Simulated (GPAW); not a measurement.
# HfC (Fm-3m) in GPAW: further runs

One crystal, HfC, is run at these levels: PBE; tasks: single point.

Everything below comes from runs of GPAW 26.7.0. Logs are shortened: lines on timing, memory, paths and dates and some standing lists are left out, and cuts for length are marked. The log counts tension as positive stress, the text compression.

**1. Starting point**

It takes space group Fm-3m (No. 225, cubic). The conventional cell has a = 4.650 Å, b = 4.650 Å, c = 4.650 Å, α = 90.00°, β = 90.00°, γ = 90.00°. Around Hf (site symmetry m-3m) lie 6 C at 2.33 Å. C (site symmetry m-3m) has 6 Hf at 2.33 Å as nearest neighbours.

**2. Single point, PBE**

run.py reads:

```python
from ase.dft.bandgap import bandgap
from ase.io import read, write
from ase.units import Bohr, GPa
from gpaw import GPAW, PW
from gpaw.elf import elf_from_dft_calculation

atoms = read('HfC.xyz')

calc = GPAW(mode=PW(800),
            xc='PBE',
            kpts={'size': (10, 10, 10), 'gamma': True},
            occupations={'name': 'methfessel-paxton', 'order': 0, 'width': 0.019000000000000003},
            nbands=18,
            convergence={'density': 1e-05, 'energy': 1e-05},
            maxiter=150,
            txt='gpaw.txt')
atoms.calc = calc
energy = atoms.get_potential_energy()
forces = atoms.get_forces()
stress = atoms.get_stress()
calc.write('gs.gpw')
write('result.traj', atoms)
print(f'Energy: {energy:.6f} eV')
print('Forces (eV/A):')
print(forces.round(4))
print('Stress (GPa):', (stress / GPa).round(3))
print('Fermi level:', round(calc.get_fermi_level(), 4), 'eV')
print(f'Gap: {bandgap(calc)[0]:.4f} eV, direct: {bandgap(calc, direct=True)[0]:.4f} eV')

# fields on the real-space grid
write('density.cube', atoms, data=calc.get_pseudo_density() * Bohr**3)
write('potential.cube', atoms, data=calc.get_electrostatic_potential())
write('elf.cube', atoms, data=elf_from_dft_calculation(calc).data)
```

HfC.xyz reads:

```xyz
2
Lattice="0.0000000000 2.3250000000 2.3250000000 2.3250000000 0.0000000000 2.3250000000 2.3250000000 2.3250000000 0.0000000000" Properties=species:S:1:pos:R:3 pbc="T T T"
Hf     2.3250000000      2.3250000000      2.3250000000
C      0.0000000000      0.0000000000      0.0000000000
```

Potentials or basis: GPAW PAW data sets (gpaw-data 1.2.1), pw.

Run with:

```
$ OMP_NUM_THREADS=1 python run.py
```

gpaw.txt:

```text
__  _  _
 | _ |_)|_||  |
 |__||  | ||/\| - 26.7.0

Input parameters:
  mode=PW(ecut=800.0),
  convergence={'density': 1e-05, 'energy': 1e-05},
  kpts=MonkhorstPack(size=(10, 10, 10), gamma=True),
  maxiter=150,
  nbands=18,
  occupations=Occupations(name='methfessel-paxton', order=0, width=0.019000000000000003),
  xc=XC(name='PBE')

Diagonalizing LCAO Hamiltonian
Converting LCAO to pw mode

               Hf

       C

Atoms  # Å, Bohr magnetons
|   | symbol |        x |        y |        z |    initial magnetic moments |
|---|--------|----------|----------|----------|-----------------------------|
| 0 |     Hf | 2.325000 | 2.325000 | 2.325000 | ( 0.0000,  0.0000,  0.0000) |
| 1 |      C | 0.000000 | 0.000000 | 0.000000 | ( 0.0000,  0.0000,  0.0000) |

Unit cell  # Å
| periodic |        x |        y |        z |  lengths |    angles |
|----------|----------|----------|----------|----------|-----------|
|      yes | 0.000000 | 2.325000 | 2.325000 | 3.288047 | 60.000000 |
|      yes | 2.325000 | 0.000000 | 2.325000 | 3.288047 | 60.000000 |
|      yes | 2.325000 | 2.325000 | 0.000000 | 3.288047 | 60.000000 |

Number of symmetries: 48
Symmetry operations  # r_c * U_cc + t_c -> r_c
|    | kind |            matrix            |
|----|------|------------------------------|
|  0 |  σ   |  1, 0, 0,  1, 0,-1,  1,-1, 0 |
|  1 |  C2  |  1, 0, 0,  1,-1, 0,  1, 0,-1 |
|  2 |  E   |  1, 0, 0,  0, 1, 0,  0, 0, 1 |
|  3 |  σ   |  1, 0, 0,  0, 0, 1,  0, 1, 0 |
|  4 |  C4  |  1, 0,-1,  1, 0, 0,  1,-1, 0 |
|  5 |  S6  |  1, 0,-1,  1,-1, 0,  1, 0, 0 |
|  6 |  σ   |  1, 0,-1,  0, 1,-1,  0, 0,-1 |
|  7 |  C3  |  1, 0,-1,  0, 0,-1,  0, 1,-1 |
|  8 |  S6  |  1,-1, 0,  1, 0, 0,  1, 0,-1 |
|  9 |  C4  |  1,-1, 0,  1, 0,-1,  1, 0, 0 |
| 10 |  C3  |  1,-1, 0,  0,-1, 1,  0,-1, 0 |
| 11 |  σ   |  1,-1, 0,  0,-1, 0,  0,-1, 1 |
| 12 |  σ   |  0, 1, 0,  1, 0, 0,  0, 0, 1 |
| 13 |  C4  |  0, 1, 0,  0, 1,-1, -1, 1, 0 |
| 14 |  C3  |  0, 1, 0,  0, 0, 1,  1, 0, 0 |
| 15 |  S6  |  0, 1, 0, -1, 1, 0,  0, 1,-1 |
| 16 |  C2  |  0, 1,-1,  1, 0,-1,  0, 0,-1 |
| 17 |  σ   |  0, 1,-1,  0, 1, 0, -1, 1, 0 |
| 18 |  S4  |  0, 1,-1,  0, 0,-1,  1, 0,-1 |
| 19 |  C4  |  0, 1,-1, -1, 1, 0,  0, 1, 0 |
| 20 |  C3  |  0, 0, 1,  1, 0, 0,  0, 1, 0 |
| 21 |  σ   |  0, 0, 1,  0, 1, 0,  1, 0, 0 |
| 22 |  S6  |  0, 0, 1,  0,-1, 1, -1, 0, 1 |
| 23 |  C4  |  0, 0, 1, -1, 0, 1,  0,-1, 1 |
| 24 |  S4  |  0, 0,-1,  1, 0,-1,  0, 1,-1 |
| 25 |  C3  |  0, 0,-1,  0, 1,-1,  1, 0,-1 |
| 26 |  C2  |  0, 0,-1,  0,-1, 0, -1, 0, 0 |
| 27 |  S6  |  0, 0,-1, -1, 0, 0,  0,-1, 0 |
| 28 |  S4  |  0,-1, 1,  1,-1, 0,  0,-1, 0 |
| 29 |  C4  |  0,-1, 1,  0, 0, 1, -1, 0, 1 |
| 30 |  C2  |  0,-1, 1,  0,-1, 0,  1,-1, 0 |
| 31 |  σ   |  0,-1, 1, -1, 0, 1,  0, 0, 1 |
| 32 |  C3  |  0,-1, 0,  1,-1, 0,  0,-1, 1 |
| 33 |  S6  |  0,-1, 0,  0, 0,-1, -1, 0, 0 |
| 34 |  S4  |  0,-1, 0,  0,-1, 1,  1,-1, 0 |
| 35 |  C2  |  0,-1, 0, -1, 0, 0,  0, 0,-1 |
| 36 |  C2  | -1, 1, 0,  0, 1, 0,  0, 1,-1 |
| 37 |  S6  | -1, 1, 0,  0, 1,-1,  0, 1, 0 |
| 38 |  S4  | -1, 1, 0, -1, 0, 1, -1, 0, 0 |
| 39 |  C3  | -1, 1, 0, -1, 0, 0, -1, 0, 1 |
| 40 |  S6  | -1, 0, 1,  0, 0, 1,  0,-1, 1 |
| 41 |  C2  | -1, 0, 1,  0,-1, 1,  0, 0, 1 |
| 42 |  C3  | -1, 0, 1, -1, 1, 0, -1, 0, 0 |
| 43 |  S4  | -1, 0, 1, -1, 0, 0, -1, 1, 0 |
| 44 |  C2  | -1, 0, 0,  0, 0,-1,  0,-1, 0 |
| 45 |  i   | -1, 0, 0,  0,-1, 0,  0, 0,-1 |
| 46 |  σ   | -1, 0, 0, -1, 1, 0, -1, 0, 1 |
| 47 |  C2  | -1, 0, 0, -1, 0, 1, -1, 1, 0 |

BZ-sampling:
  Number of BZ points: 1000
  Number of IBZ points: 47

  Monkhorst-Pack size: [10, 10, 10]
[... 66 lines left out ...]

  C:
    name:    Carbon
    Z:       6.0
    valence: 4
    core:    2
    charge:  0.0  # [|e|]
    compensation charges:
      type: gauss
      rc: 0.20  # [Å]
      lmax: 2
    cutoffs:
      filter: 1.14  # [Å]
      core: 1.14  # [Å]
    projectors
    | kind |    occ | energy [eV] | rcut [Å] |
    |------|--------|-------------|----------|
    |   2s |  2.000 |     -13.751 |    0.635 |
    |   2p |  2.000 |      -5.284 |    0.635 |
    |    s |        |      13.461 |    0.635 |
    |    p |        |      21.927 |    0.635 |
    |    d |        |       0.000 |    0.635 |

    Using partial waves for C as LCAO basis

Reference energy: -410913.743391  # eV

eigensolver:
  PPCG
  Converge bands: occupied
  niter=2

density mixing:
  MSR1-Mixer
  Pratt-step length: 0.05
  Maximum mixing coefficient: 0.75
  Old densities: 10
  SVD Regularization: 0.005
  Good broyden scale: 1.0
  Trust region scale: 1.0
  Backstep threshold: 4.0
  History deletion threshold: 6.0
  Fourier metric: weight=20.0, sigma=0.015

occupation numbers:
  Methfessel-Paxton:
    width: 0.0190  # eV
    order: 0

poisson solver:
  ecut: 6400.0  # eV

xc functional:
  name: PBE with 2 nearest neighbor stencil

convergence criteria:
- Maximum integral of absolute [dens]ity change: 1e-05 electrons / valence electron
- Maximum [total energy] change in last 3 cyles: 1e-05 eV / valence electron
- Maximum integral of absolute [eigenst]ate change: 4e-08 eV^2 / valence electron
maximum number of iterations: 150

SCF iterations
|iter     | |      energy | eigst |  dens |
|---------|-|-------------|-------|-------|
|iter:   1| |  -20.472528 | -0.35 |       |
|iter:   2| |  -19.878824 | -2.55 | -0.80 |
|iter:   3| |  -18.557936 | -1.52 | -0.87 |
|iter:   4| |  -18.572566 | -3.26 | -1.59 |
|iter:   5| |  -18.583361 | -3.21 | -1.81 |
|iter:   6| |  -18.583317 | -5.26 | -3.05 |
|iter:   7| |  -18.583317c| -6.52 | -3.63 |
|iter:   8| |  -18.583317c| -7.36 | -4.12 |
|iter:   9| |  -18.583317c| -8.93c| -5.34c|

Converged in 9 steps
Energy contributions relative to reference atoms: (reference = -410913.743391)

Energy contributions:
  Kinetic:          20.402094
  Coulomb:         -21.094741
  Zero:             -0.381313
  External:          0.000000
  Xc:              -17.509276
  Entropy:          -0.000163
  Spinorbit:         0.000000
  ----------------------------
  Free energy:     -18.583398
  Extrapolated:    -18.583317

dipole moment: (-9.241488, -9.241488, -9.241488)  # |e|*Ang

Fermi level: 11.018
Eigenvalues  # (at kpt = [0.000, 0.000, 0.000])
| band index |      eig [eV] | occ [0-2] |
|------------|---------------|-----------|
|          0 |       -49.969 |     2.000 |
|          1 |       -18.619 |     2.000 |
|          2 |       -18.619 |     2.000 |
|          3 |       -18.619 |     2.000 |
|          4 |        -1.303 |     2.000 |
|          5 |        12.009 |     0.000 |
|          6 |        12.009 |     0.000 |
|          7 |        12.009 |     0.000 |
|          8 |        12.377 |     0.000 |
|          9 |        12.377 |     0.000 |
|         10 |        12.377 |     0.000 |
|         11 |        14.376 |     0.000 |
|         12 |        14.376 |     0.000 |
|        ... |               |           |
|         17 |        35.277 |     0.000 |

No gap
No difference between direct/indirect transitions

Forces  # eV/Ang
|       x |       y |       z |
|---------|---------|---------|
| 0.00000 | 0.00000 | 0.00000 |  # Hf   0
| 0.00000 | 0.00000 | 0.00000 |  # C    1

Stress tensor  # eV/Ang^3
|         x |         y |         z |
|-----------|-----------|-----------|
| -0.007949 |  0.000000 |  0.000000 |
|  0.000000 | -0.007949 | -0.000000 |
|  0.000000 | -0.000000 | -0.007949 |

# Writing to gs.gpw (mode='')
```

Run time: 18 s. Hardware: 1 thread of Intel Xeon Platinum 8488C (Sapphire Rapids), shared host; peak memory 0.18 GiB.

Results:

```
Free energy            : -18.5834 eV
Pressure               : 1.3 GPa
Band gap on the k mesh : none (metal or under the smearing width)
```

**3. Single point, PBE**

run.py reads:

```python
from ase.dft.bandgap import bandgap
from ase.io import read, write
from ase.units import GPa
from gpaw import GPAW, PW

atoms = read('POSCAR')

calc = GPAW(mode=PW(800),
            xc='PBE',
            kpts={'size': (10, 10, 10), 'gamma': True},
            occupations={'name': 'methfessel-paxton', 'order': 0, 'width': 0.02},
            nbands=18,
            convergence={'density': 1e-05, 'energy': 1e-05},
            maxiter=150,
            txt='gpaw.txt')
atoms.calc = calc
energy = atoms.get_potential_energy()
forces = atoms.get_forces()
stress = atoms.get_stress()
calc.write('gs.gpw')
write('result.traj', atoms)
print(f'Energy: {energy:.6f} eV')
print('Forces (eV/A):')
print(forces.round(4))
print('Stress (GPa):', (stress / GPa).round(3))
print('Fermi level:', round(calc.get_fermi_level(), 4), 'eV')
print(f'Gap: {bandgap(calc)[0]:.4f} eV, direct: {bandgap(calc, direct=True)[0]:.4f} eV')
```

POSCAR reads:

```
HfC
1.0
    0.0000000000      2.3250000000      2.3250000000
    2.3250000000      0.0000000000      2.3250000000
    2.3250000000      2.3250000000      0.0000000000
Hf C
1 1
Direct
    0.5000000000      0.5000000000      0.5000000000
    0.0000000000      0.0000000000      0.0000000000
```

Potentials or basis: GPAW PAW data sets (gpaw-data 1.2.1), pw.

Run with:

```
$ OMP_NUM_THREADS=1 python run.py
```

Wall time 18 s (1 thread of Intel Xeon Platinum 8488C (Sapphire Rapids), shared host); peak memory 0.18 GiB.

Results (log left out):

- Free energy: -18.5834 eV
- Pressure: 1.3 GPa
- Band gap on the k mesh: none (metal or under the smearing width)

Levels at points of the mesh, in eV from the Fermi level:
```tsv
k point	band 6	band 7	band 8	band 9	band 10	band 11
(0.00, 0.00, 0.00)	0.99	0.99	0.99	1.36	1.36	1.36
(0.50, 0.50, 0.00)	-2.65	-1.80	-0.13	-0.13	5.27	6.68
(0.50, 0.50, 0.50)	-6.15	-3.01	-3.01	5.27	5.27	5.75
```

Spin-orbit coupling is left out, which matters for the levels of Hf.
